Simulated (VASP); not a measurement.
A run of VASP 6.6.1:

File INCAR:

```
SYSTEM = SnSe
PREC = Accurate
ENCUT = 600
EDIFF = 1E-7
ISMEAR = 0
SIGMA = 0.03
LREAL = .False.
LASPH = .True.
NELM = 80
ALGO = Normal
ISIF = 3
LWAVE = .False.
LCHARG = .False.
GGA = PE
IVDW = 12
IBRION = 2
NSW = 90
EDIFFG = -0.005
KPAR = 2
```

Contents of KPOINTS:

```
regular mesh
0
Gamma
  4 8 8
  0 0 0
```

POSCAR

```
SnSe                                    
1.0
   11.4951242997      0.0000000000      0.0000000000
    0.0000000000      4.1770248358     -0.0000000000
    0.0000000000     -0.0000000000      4.3703652297
  Sn              Se            
     4     4
Direct
     0.1183530229146526    0.2500000000000000    0.0892348999778624
     0.3816469770853473    0.7500000000000000    0.5892348999778624
     0.6183530229146527    0.2500000000000000    0.4107651000221376
     0.8816469770853473    0.7500000000000000    0.9107651000221376
     0.3573219298020119    0.2500000000000000    0.0205160840254089
     0.1426780701979882    0.7500000000000000    0.5205160840254089
     0.8573219298020118    0.2500000000000000    0.4794839159745911
     0.6426780701979882    0.7500000000000000    0.9794839159745911
```

Potentials or basis: VASP PAW PBE potentials, release 64 (Sn_d, Se).

Run with:

```sh
$ cat potpaw_PBE.64/Sn_d/POTCAR potpaw_PBE.64/Se/POTCAR > POTCAR
$ mpirun -np 2 vasp_std > vasp.out
```

Hardware: 2 MPI ranks on Intel(R) Xeon(R) 6975P-C (Granite Rapids), on a shared host.

Question: How long does it take, and how much memory?

Answer: Wall time 41 min on 2 MPI ranks on Intel(R) Xeon(R) 6975P-C (Granite Rapids), with other jobs on the host, peak memory 0.87 GiB a rank. Counts: scf iterations 138, k points 75, ion steps 20.
